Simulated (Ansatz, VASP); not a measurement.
**Na: VASP beside Ansatz**

The input INCAR:

```
SYSTEM = Na
PREC = Accurate
ENCUT = 520
EDIFF = 1E-7
ISMEAR = 0
SIGMA = 0.15
LREAL = .False.
LASPH = .True.
NELM = 100
ALGO = Fast
ISIF = 2
LWAVE = .False.
LCHARG = .True.
GGA = CA
LELF = .True.
LVHAR = .True.
NBANDS = 14
```

KPOINTS

```
regular mesh
0
Gamma
  18 18 10
  0 0 0
```

File POSCAR:

```
Na
1.0
    3.7062322905      0.0000000000      0.0000000000
   -1.8531161453      3.2096913159      0.0000000000
    0.0000000000      0.0000000000      6.3574608042
Na
2
Direct
    0.3333333333      0.6666666667      0.2500000000
    0.6666666667      0.3333333333      0.7500000000
```

Input for Ansatz:

```yaml
crystal:
  lattice:
    - [3.7062322905, 0.0, 0.0]
    - [-1.8531161453, 3.2096913159, 0.0]
    - [0.0, 0.0, 6.3574608042]
  atoms:
    - { symbol: Na, position: [0.3333333333, 0.6666666667, 0.25] }
    - { symbol: Na, position: [0.6666666667, 0.3333333333, 0.75] }
basis:
  ecutwfc: 420
kpoints:
  mp_grid: { grid: [18, 18, 10] }
hamiltonian:
  xc: lda
scf:
  occupations: { method: gaussian, width: 0.15 }
output:
  forces: true
  stress: true
  eigenvalues: true
```

Alike in both runs: task single point; functional LDA; k mesh 18 × 18 × 10; occupations gaussian, width 0.15 eV; no spin polarisation.

```csv
,VASP,Ansatz
version,VASP 6.6.1,Ansatz 0.2.0
potentials or method,"VASP PAW LDA potentials, release 64 (Na_pv)","scalar-relativistic, plane waves, PAW"
plane-wave cutoff (eV),520,420
valence electrons in the cell,14,18
```

```csv
,VASP,Ansatz,Ansatz less VASP
gap on the k mesh at the Fermi level (eV),none,none,-
pressure (GPa),-0.9,-0.9,0.00
largest component of the traceless stress (GPa),0.34,0.34,-0.002
```

A gap of «none» marks a metal or a gap that the smearing closes. The two sets of potentials don't hold the same shells in valence.
